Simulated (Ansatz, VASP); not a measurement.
# Co4O: VASP beside Ansatz

Aim: how closely do two programs agree when they are given the same cell, functional and k mesh? Of the first pair: The structure shown is the start of the Ansatz relaxation below; VASP solves that cell, so the two are compared at the walk's first step.

Program: Ansatz 0.2.0. Level of theory: plane waves, with VASP 6.6.1 beside it; single point at PBE. Results are calculated unless marked as measured.

### Step 1. Starting point

The cell holds 5 atoms: 4 Co and 1 O. Cell: a = 2.493 Å, b = 2.493 Å, c = 22.228 Å, α = 90.0°, β = 90.0°, γ = 60.0°. It derives from Co. Vacuum lies along c.

### Step 2. Ansatz: relaxation, PBE

Ansatz runs on its PAW soft_1 files.

The two programs are compared at the cell with which this relaxation starts, whose forces are those of its first step.

input.yaml

```yaml
crystal:
  lattice:
    - [2.4925239033, 0.0, 0.0]
    - [1.2462619517, 2.1585855208, 0.0]
    - [0.0, 0.0, 22.2280390369]
  atoms:
    - { symbol: Co, position: [0.666667, 0.666667, 0.336403], spin: 1.6 }
    - { symbol: Co, position: [0.0, 0.0, 0.427231], spin: 1.6 }
    - { symbol: Co, position: [0.666667, 0.666667, 0.51806], spin: 1.6 }
    - { symbol: Co, position: [0.0, 0.0, 0.608889], spin: 1.6 }
    - { symbol: O, position: [0.666667, 0.666667, 0.663597] }
  periodic: [true, true, false]
kpoints:
  mp_grid: { grid: [12, 12, 1] }
hamiltonian:
  xc: pbe
  pseudopotentials: { kind: paw, azcp: { folder: soft_1 } }
scf:
  occupations: { method: gaussian, width: 0.1 }
output:
  forces: true
  eigenvalues: true
  populations: true
magnetization:
  spin_polarized: true
relax:
  adjacent_minimum: "off"
  f_tol: 0.003
  max_steps: 120
  constraints: [{ sites: [0, 1] }]
```

Run with:

```console
$ ansatz run input.yaml --threads 8 --pin off --max-ram 20480MiB --backend cpu --events-out ev --progress --plain --runs-dir out
```

Numbers of over 12 decimals in the logs are rounded to 6 here.

Output:

```text
Warning: crystal.periodic: the lattice vector that does not repeat stood 0.000° off the slab's normal, 22.228 Å along it as the deck builds it. The run solves the slab on a vector along the normal, 38.346 Å long, with every atom where it was (on the deck's vector they left 14.96 Å outside them, and the widest stretch free of ions among them is 2.02 Å). A fractional position that the run reports is one of the run's ce [...]
[...]
SCF iter   4: F=—  HF=-21069.770924 eV  |F-HF|=—  |Δ(HF+E_count)|=   1.29e-4  Δρ=8.32e-5 (↑5.20e-5 ↓8.32e-5)  dr2=2.15e-5  dr2_m=5.85e-6  M=5.582 μB ∫|m|=6.052 μB  β_m=0.54  ethr=7.80e-7  ⟨swp⟩=3.2  Hψ=3644  notcnv=0  defer=187
SCF iter   5: F=—  HF=-21069.770934 eV  |F-HF|=—  |Δ(HF+E_count)|=   9.63e-6  Δρ=4.11e-5 (↑4.04e-5 ↓4.11e-5)  dr2=1.41e-6  dr2_m=2.81e-6  M=5.581 μB ∫|m|=6.051 μB  β_m=0.75  ethr=2.90e-8  ⟨swp⟩=3.3  Hψ=3808  notcnv=0  defer=187
SCF iter   6: F=—  HF=-21069.770939 eV  |F-HF|=—  |Δ(HF+E_count)|=   4.75e-6  Δρ=2.80e-5 (↑2.80e-5 ↓2.45e-5)  dr2=3.26e-6  dr2_m=5.01e-7  M=5.580 μB ∫|m|=6.051 μB  β_m=0.68  ethr=1.90e-9  ⟨swp⟩=3.6  Hψ=4372  notcnv=0  defer=186
SCF iter   7: F=—  HF=-21069.770938 eV  |F-HF|=—  |Δ(HF+E_count)|=   2.58e-7  Δρ=1.58e-5 (↑1.58e-5 ↓8.88e-6)  dr2=5.80e-7  dr2_m=2.23e-7  M=5.579 μB ∫|m|=6.050 μB  β_m=0.76  ethr=1.90e-9  ⟨swp⟩=2.8  Hψ=3622  notcnv=0  defer=186
SCF iter   8: F=—  HF=-21069.770938 eV  |F-HF|=—  |Δ(HF+E_count)|=   8.22e-8  Δρ=6.92e-6 (↑4.64e-6 ↓6.92e-6)  dr2=1.62e-7  dr2_m=2.74e-8  M=5.579 μB ∫|m|=6.050 μB  β_m=0.78  ethr=7.84e-10  ⟨swp⟩=3.2  Hψ=3661  notcnv=0  defer=185
SCF iter   9: F=-21069.770938 eV  HF=-21069.770939 eV  |F-HF|=1.09e-7  |Δ(HF+E_count)|=   7.54e-8  Δρ=5.63e-6 (↑4.64e-6 ↓5.63e-6)  dr2=1.76e-7  dr2_m=7.35e-9  M=5.579 μB ∫|m|=6.050 μB  ethr=2.19e-10  ⟨swp⟩=14.9  Hψ=11694  notcnv=0
SCF 6 converged in 9 iterations: F = -21069.770938 eV  dr2 = 1.76e-7
relax step   6: F+E_penalty+E_count = -21069.77093845 eV  Δ(F+E_penalty+E_count) = -8.643e-4 eV  max|allowed force component| = 5.213e-3 eV/Å  Δτ_max = 0.0217 Å  (9 SCF iters, dr2 threshold 4.66e-7 eV, accepted)
SCF iter   1: F=—  HF=-21069.770913 eV  |F-HF|=—  |Δ(HF+E_count)|=         —  Δρ=3.35e-4 (↑3.04e-4 ↓3.35e-4)  dr2=4.24e-5  dr2_m=1.60e-4  M=5.581 μB ∫|m|=6.052 μB  β_m=0.65  ethr=6.05e-7  ⟨swp⟩=3.5  Hψ=4140  notcnv=0  defer=80
preconditioner: auto → LDOS  [metal: Δε(μ)=0.019 eV  Ē_g=8.499 eV  σ=0.100 eV  W_gap=0.11  n_scr=20 (ndim 8)  ℏωp=16.8 eV  f_vac=0.730  D(μ)=6.06/eV (n_scr^D=28)]
spin=Collinear: LDOS preconditioning applied to the charge; magnetization (m = ρ↑ − ρ↓) channel mixes plain (no charge-response kernel on spin).
SCF iter   2: F=—  HF=-21069.770933 eV  |F-HF|=—  |Δ(HF+E_count)|=   2.01e-5  Δρ=1.20e-4 (↑1.12e-4 ↓1.20e-4)  dr2=2.06e-5  dr2_m=2.06e-5  M=5.582 μB ∫|m|=6.052 μB  β_m=0.59  ethr=5.73e-8  ⟨swp⟩=3.2  Hψ=4030  notcnv=0  defer=95
SCF iter   3: F=—  HF=-21069.770946 eV  |F-HF|=—  |Δ(HF+E_count)|=   1.25e-5  Δρ=7.22e-5 (↑7.22e-5 ↓4.93e-5)  dr2=7.91e-6  dr2_m=4.55e-6  M=5.582 μB ∫|m|=6.053 μB  β_m=0.58  ethr=2.78e-8  ⟨swp⟩=3.0  Hψ=3593  notcnv=0  defer=81
SCF iter   4: F=—  HF=-21069.770945 eV  |F-HF|=—  |Δ(HF+E_count)|=   1.65e-7  Δρ=2.13e-5 (↑8.18e-6 ↓2.13e-5)  dr2=4.51e-7  dr2_m=3.59e-7  M=5.583 μB ∫|m|=6.053 μB  β_m=0.66  ethr=1.07e-8  ⟨swp⟩=3.1  Hψ=3480  notcnv=0  defer=81
SCF iter   5: F=—  HF=-21069.770946 eV  |F-HF|=—  |Δ(HF+E_count)|=   5.92e-7  Δρ=1.39e-5 (↑1.39e-5 ↓5.60e-6)  dr2=1.48e-7  dr2_m=1.64e-7  M=5.583 μB ∫|m|=6.054 μB  β_m=0.77  ethr=6.10e-10  ⟨swp⟩=3.6  Hψ=4218  notcnv=0  defer=81
SCF iter   6: F=—  HF=-21069.770946 eV  |F-HF|=—  |Δ(HF+E_count)|=   5.73e-8  Δρ=7.12e-6 (↑4.25e-6 ↓7.12e-6)  dr2=2.27e-7  dr2_m=1.54e-8  M=5.583 μB ∫|m|=6.054 μB  β_m=0.68  ethr=2.00e-10  ⟨swp⟩=3.3  Hψ=3990  notcnv=0  defer=81
SCF iter   7: F=—  HF=-21069.770946 eV  |F-HF|=—  |Δ(HF+E_count)|=   2.74e-8  Δρ=1.33e-6 (↑1.33e-6 ↓8.26e-7)  dr2=9.80e-9  dr2_m=1.38e-9  M=5.583 μB ∫|m|=6.054 μB  β_m=0.67  ethr=2.00e-10  ⟨swp⟩=2.8  Hψ=3513  notcnv=0  defer=81
SCF iter   8: F=—  HF=-21069.770946 eV  |F-HF|=—  |Δ(HF+E_count)|=   2.30e-9  Δρ=8.11e-7 (↑7.08e-7 ↓8.11e-7)  dr2=1.82e-9  dr2_m=8.48e-10  M=5.583 μB ∫|m|=6.054 μB  β_m=0.83  ethr=1.32e-11  ⟨swp⟩=3.4  Hψ=3831  notcnv=0  defer=81
SCF iter   9: F=—  HF=-21069.770946 eV  |F-HF|=—  |Δ(HF+E_count)|=   7.37e-9  Δρ=1.80e-6 (↑5.85e-7 ↓1.80e-6)  dr2=1.07e-8  dr2_m=8.15e-10  M=5.583 μB ∫|m|=6.054 μB  β_m=0.69  ethr=2.45e-12  ⟨swp⟩=3.4  Hψ=3949  notcnv=0  defer=81
SCF iter  10: F=-21069.770946 eV  HF=-21069.770946 eV  |F-HF|=3.55e-9  |Δ(HF+E_count)|=   3.83e-9  Δρ=5.57e-7 (↑3.66e-7 ↓5.57e-7)  dr2=3.84e-9  dr2_m=2.66e-11  M=5.583 μB ∫|m|=6.054 μB  ethr=2.45e-12  ⟨swp⟩=11.7  Hψ=9914  notcnv=0
SCF 7 converged in 10 iterations: F = -21069.770946 eV  dr2 = 3.84e-9
relax step   7: F+E_penalty+E_count = -21069.77094609 eV  Δ(F+E_penalty+E_count) = -7.644e-6 eV  max|allowed force component| = 2.031e-3 eV/Å  Δτ_max = 0.0027 Å  (10 SCF iters, accepted)
SCF converged after 10 iterations
Magnetization: 5.5834 μB (39.7917 up, 34.2083 down)
Absolute magnetization: 6.0588 μB (∫|ρ↑−ρ↓|, with the PAW one-centre terms)
Spin contamination: 0.1126 ħ² per cell (⟨S²⟩ above its minimum at these occupations)
Per-site moments (μB) at R_I (Å): [(1.858867, 1.022714), (1.768937, 1.022714), (1.831467, 1.027552), (0.296326, 0.735012), (0.00538984, 0.735012)]
Free energy (F): -21069.770946 eV
Harris-Foulkes:  -21069.770946 eV  (|F-HF|=3.55e-9)
Internal energy: -21069.740695 eV  (E = F + TS)
E sigma→0 (E₀):  -21069.755821 eV
Entropy (-TS):   -0.030251 eV (-6.050 meV/atom)
Fermi energy:    -5.791372 eV
--- Per-component energies (eV) ---
  E_band       = -2752.364772
  E_kinetic    = 1334.085184
  E_local      = -627358.413283  (includes V_loc(G=0)·N_el)
  E_nonlocal   = 1791.184684
  E_hartree    = 312151.518075
  E_xc         = -439.155072
  E_vxc        = -564.381869  (∫ρ·V_xc dr)
  E_paw        = -6447.536433  (= ΣΔE_a)
  E_vpaw       = -2257.881956  (= ΣTr[D̂ρ^β])
  E_aug_tail   = 0.000700  (compensation charges beyond the density's cutoff)
  E_ewald      = 297898.575450
  E_smearing   = -0.030251  (= −TS)
  E_closure    = -0.000000  (closes the sum)
  Σ components = -21069.770946   (vs F -21069.770946, Δ=0.00e0)
--- Forces (eV/Å), atoms counted from 1 ---
  atom   1  Co     0.00000000     0.00000000     0.30121175
  atom   2  Co    -0.00000000    -0.00000000    -0.29988603
  atom   3  Co     0.00000000     0.00000000    -0.00060080
  atom   4  Co    -0.00000000     0.00000000    -0.00203093
  atom   5  O      0.00000000     0.00000000     0.00129369
  max |Σ_I F_I| component: 1.23e-5 eV/Å
--- Band table (eV; the first three rows and the last of 38) ---
  k-point 0 ↑: bands = ["-102.0311", "-101.9596", "-101.8902", "-101.8854", "-65.4013", "-65.2897", "-65.1690", "-65.1402", "-65.1402", "-65.1334", "-65.0563", "-65.0563", "-65.0486", "-65.0486", "-64.9757", "-64.9757", "-26.8467", "-14.4176", "-13.5248", "-12.3991", "-11.2038", "-10.8760", "-10.8760", "-9.2269", "-8.6816", "-8.5427", "-8.5427", "-8.4414", "-8.4414", "-8.3357", "-8.2202", "-8.2202", "-7.9258", "-7.9258", "-7.5199", "-7.5199", "-7.1189", "-7.1189", "-6.9704", "-6.8524", "-6.8524", "-6.1466", "-4.6973", "-4.6973", "-1.1340 (-1.1431°)", "-0.1660", "0.3950", "0.9172", "1.4453"]
  k-point 1 ↑: bands = ["-102.0286", "-101.9572", "-101.8881", "-101.8829", "-65.3962", "-65.2883", "-65.1741", "-65.1510", "-65.1443", "-65.1337", "-65.0705", "-65.0661", "-65.0602", "-65.0528", "-64.9910", "-64.9794", "-26.7548", "-14.1916", "-13.3388", "-12.2430", "-11.1710", "-10.9554", "-10.8509", "-9.2203", "-8.7584", "-8.6796", "-8.5225", "-8.4631", "-8.4435", "-8.3526", "-8.2163", "-8.1280", "-7.9984", "-7.9484", "-7.5883", "-7.5444", "-7.2805", "-7.1270", "-7.0315", "-6.8387", "-6.7675", "-5.4099", "-4.7782", "-4.6741", "-0.9200 (-0.9285°)", "0.0433", "0.6185", "1.1031", "1.6722"]
  k-point 2 ↑: bands = ["-102.0218", "-101.9508", "-101.8822", "-101.8759", "-65.3820", "-65.2864", "-65.2055", "-65.1647", "-65.1554", "-65.1376", "-65.1106", "-65.1060", "-65.0709", "-65.0641", "-65.0320", "-64.9893", "-26.4971", "-13.5556", "-12.8416", "-12.0848", "-11.3238", "-10.8103", "-10.5392", "-9.3207", "-9.1182", "-8.8735", "-8.7067", "-8.5838", "-8.3214", "-8.1939", "-8.1773", "-8.1641", "-7.9608", "-7.8229", "-7.8144", "-7.5507", "-7.3175", "-7.1631", "-7.1388", "-6.8101", "-6.2335", "-4.8641", "-4.6357", "-4.0992", "-0.2888 (-0.2952°)", "0.6605", "1.2640", "1.6582", "2.3435"]
  k-point 18 ↓: bands = ["-101.4541", "-99.7727", "-99.7579", "-99.6100", "-64.8740", "-64.8547", "-64.7304", "-63.1928", "-63.1805", "-63.1786", "-63.1261", "-63.0958", "-63.0750", "-62.9960", "-62.9785", "-62.9233", "-25.0946", "-13.3070", "-11.7926", "-10.9347", "-9.1984", "-8.8023", "-8.5931", "-8.5726", "-8.4403", "-8.1119", "-8.0166", "-7.7375", "-7.3858", "-7.0721", "-6.9462", "-6.7705", "-6.1263", "-6.0658", "-5.5136", "-5.1869", "-4.9819", "-4.9544", "-4.8574", "-4.4202", "-0.0045", "0.0975", "0.2947", "0.8407", "1.4635", "2.4874", "3.3971", "3.9045", "4.7169"]
  ° read free of the cell's end (the report's vacuum.weakly_bound_levels)
--- Relaxed structure (7 steps of the walk, 6 accepted, 0 SCFs on fresh bases) ---
  F+E_penalty+E_count = -21069.77094609 eV   max|allowed force component| = 2.031e-3 eV/Å
  cell:  # Å, volume = 206.3127 Å³
    - [2.492522, -2.886748845759739e-11, 0.0]
    - [1.246261, 2.158587, 0.0]
    - [0.0, 0.0, 38.345762]
  atoms:
    - { symbol: Co, position: [0.666667, 0.666667, 0.195004] }
    - { symbol: Co, position: [8.437692234294112e-17, 1.073215361066228e-16, 0.247655] }
    - { symbol: Co, position: [0.666667, 0.666667, 0.300680] }
    - { symbol: Co, position: [8.437692234291376e-17, 1.1140786874218188e-16, 0.356546] }
    - { symbol: O, position: [0.666667, 0.666667, 0.383948] }
--- Löwdin populations: 5 sites ---
  site symbol       q [e]    m [muB]
     0     Co     16.7784     1.8640
     1     Co     16.7769     1.7840
     2     Co     16.7496     1.8188
     3     Co     16.2719     0.2934
     4      O      6.5474     0.0151
  spilling = 0.011835 (of n_electrons = 74.000000)
```

(Continued in part 2 of 3.)

[Lines on the potential files, build, host, timing and source positions are cut from VASP's logs without a mark.]

[Logs are printed without paths, hosts, clocks, repeated set-up lines and the standing remarks that a program may print on its own settings, such as how far it seeks lower states.]

[Hosts, paths, dates, database ids (printed as entryN), source tags and the programs' standing remarks are cut or masked in the printed files.]
